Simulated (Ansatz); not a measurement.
Rows from a G0W0 calculation on Tl on the B site in BP (32-atom cell) (Ansatz 0.2.0; G0W0 on LDA, plane waves, PAW; PAW set soft_1; 2×2×2 mesh, 394 empty bands, screening to 85 eV, PAW set soft_1 files), in eV. Spin-orbit coupling is left out.

| row | Σx | Σc | Vxc | Z |
| --- | --- | --- | --- | --- |
| A | -17.02 | 2.04 | -15.08 | 0.73 |
| B | -8.30 | -3.64 | -12.70 | 0.74 |
| C | -16.75 | 1.53 | -15.44 | 0.74 |
| D | -7.77 | -3.87 | -12.44 | 0.75 |
| E | -7.53 | -3.89 | -12.16 | 0.74 |

**Question.** Which rows are filled states and which are empty ones, and how can one tell?

Filled: A and C. Empty: B, D and E. The sign of Σc tells: for a filled state bare exchange, which holds its interaction with itself, lies below Vxc (Σx − Vxc is -1.3 eV or lower here) and screening gives part back as a positive Σc. For an empty state Σx lies above Vxc (+4.4 eV or more) and the Coulomb hole leaves Σc negative.

[Runs of the session that timed out or met a known fault of the program may be left out.]

[Cells called generated may have been cut or substituted from an entry of the Crystallography Open Database or the Materials Project.]

[Hosts, paths, dates, database ids (printed as entryN), source tags and the programs' standing remarks are cut or masked in the printed files.]
